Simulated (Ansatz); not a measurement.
Ag, DFT, PBEsol, PAW with Ansatz's default frozen-core files, scalar-relativistic (Ansatz 0.2.0), run on 1 thread of Intel(R) Xeon(R) Platinum 8488C (Sapphire Rapids) on a shared host.

The cell is COD entry 1509145, as deposited and not checked against the literature; nothing was relaxed.

Command: `ansatz run input.yaml --threads 1 --pin off --max-ram 2048MiB --backend cpu --events-out ev --progress --plain --runs-dir out`

```yaml
crystal:
  lattice:
    - [2.9299980804, 0.0, 0.0]
    - [-1.4649990402, 2.5374527707, 0.0]
    - [0.0, 0.0, 4.79]
  atoms:
    - { symbol: Ag, position: [0.3333333333, 0.6666666667, 0.25] }
    - { symbol: Ag, position: [0.6666666667, 0.3333333333, 0.75] }
kpoints:
  mp_grid: { grid: [14, 14, 8] }
  band_path:
    path:
      - [0.0, 0.0, 0.0]
      - [0.5, 0.0, 0.0]
      - [0.3333333333, 0.3333333333, 0.0]
      - [0.0, 0.0, 0.0]
      - [0.0, 0.0, 0.5]
      - [0.5, 0.0, 0.5]
      - [0.3333333333, 0.3333333333, 0.5]
      - [0.0, 0.0, 0.5]
      - [0.5, 0.0, 0.5]
    npoints: 5
scf:
  occupations: { method: fermi_dirac, width: 0.05 }
hamiltonian:
  xc: pbesol
  pseudopotentials: { kind: paw }
output:
  forces: true
  stress: true
  eigenvalues: true
  efg: { contact_densities: true }
  write_density: true
  write_potential: true
  elf: true
  volumetric_format: npy
```

(1) How large is the problem that the program sets up?

(2) About how long does it take, and how much memory does it use?

(3) And the same cell and mesh by LAPW (all electrons), asked for forces, stress, eigenvalues and the same band path, on the same hardware?

Results:

(1) 120 irreducible k-points, 701 plane waves at Γ, 23 bands.

(2) 4.6 s of wall time for 6 SCF iterations, with a peak of 0.45 GiB. Times on shared machines scatter by tens of per cent.

(3) 21 s, peak memory 0.56 GiB.
